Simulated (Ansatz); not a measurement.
# In (In, body-centred tetragonal): the cost of one run

Computed with Ansatz 0.2.0 (DFT r²SCAN, plane waves with PAW, scalar-relativistic, unless a step says otherwise).

**1. The structure to begin with**

The structure is monoclinic, space group C2/m (No. 12). The conventional cell has a = 4.492 Å, b = 4.639 Å, c = 3.339 Å, α = 90.00°, β = 130.88°, γ = 90.00°. Around In (site symmetry 2/m) lie 12 In at 3.23 to 3.43 Å.

Structure file:

```cif
data_structure
_symmetry_space_group_name_H-M 'P 1'
_symmetry_Int_Tables_number 1
_cell_length_a 3.4286
_cell_length_b 3.4286
_cell_length_c 3.3385
_cell_angle_alpha 123.025
_cell_angle_beta 123.025
_cell_angle_gamma 85.144
_cell_volume 26.30
loop_
_atom_site_label
_atom_site_type_symbol
_atom_site_fract_x
_atom_site_fract_y
_atom_site_fract_z
_atom_site_occupancy
In1 In 0.00000 0.00000 0.00000 1
```

**2. Width 0.01 eV**

The run at 0.01 eV.

Input file input.yaml:

```yaml
crystal:
  lattice:
    - [-1.6190646052, 1.6612415974, 2.5247666629]
    - [1.6612415974, -1.6190646052, 2.5247666629]
    - [1.5669310712, 1.5669310712, -2.4970521319]
  atoms:
    - { symbol: In, position: [0.0, 0.0, 0.0] }
hamiltonian:
  xc: r2scan
  pseudopotentials:
    kind: paw
    azcp:
      In: "pseudopotentials/In.paw.azcp"
basis:
  ecutwfc: 500
  fft_grid_basis: typed
kpoints:
  mp_grid: { grid: [11, 11, 14], shift: [0, 0, 0] }
magnetization:
  spin_polarized: false
scf:
  occupations: { method: gaussian, width: 0.01 }
  lower_state_search: "off"
output:
  stress: true
```

Command:

```console
ansatz run input.yaml --threads 2 --pin off --max-ram 5120MiB --backend cpu --events-out ev --progress --plain --runs-dir out
```

**Question.** How long does this run take on 2 threads of Arm Neoverse N1, shared host, and how much memory does it need?

About 14 s, with a peak of 0.55 GiB.
